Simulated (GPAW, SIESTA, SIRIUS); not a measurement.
One calculation of TiB, 3 ways

```
CELL_PARAMETERS angstrom
6.12000 0.00000 0.00000
0.00000 3.06000 0.00000
0.00000 0.00000 4.56000
ATOMIC_POSITIONS crystal
Ti 0.67700 0.25000 0.37700
Ti 0.32300 0.75000 0.62300
Ti 0.82300 0.75000 0.87700
Ti 0.17700 0.25000 0.12300
B 0.52900 0.25000 0.89700
B 0.47100 0.75000 0.10300
B 0.97100 0.75000 0.39700
B 0.02900 0.25000 0.60300
```

Alike in all runs: task single point; functional PBEsol; k mesh 5 × 9 × 6; occupations fermi-dirac, width 0.05 eV; no spin polarisation; no spin-orbit coupling. Pressure is positive in compression and, in plane waves, holds the error of the finite cutoff.

| program and potentials | plane-wave cutoff (eV) | notes | pressure (GPa) | largest force (eV/Å) |
| --- | --- | --- | --- | --- |
| GPAW, PAW data sets generated for this functional | 800 | - | ? | ? |
| SIRIUS, all-electron FP-LAPW, apw+lo standard | - | - | - | 0.258 |
| SIESTA, files PseudoDojo sr-pbesol-0.4.1-standard, DZP (energy shift 0.003 Ry; two zetas on semicore shells) | - | atomic basis | -4.25 | 0.145 |

Task: Estimate from the other rows what the run with GPAW, PAW data sets generated for this functional gave.

Result: Pressure -5.38 GPa; largest force 0.268 eV/Å. The other rows, which needn't bracket it: pressure -4.25; largest force 0.145 to 0.258.
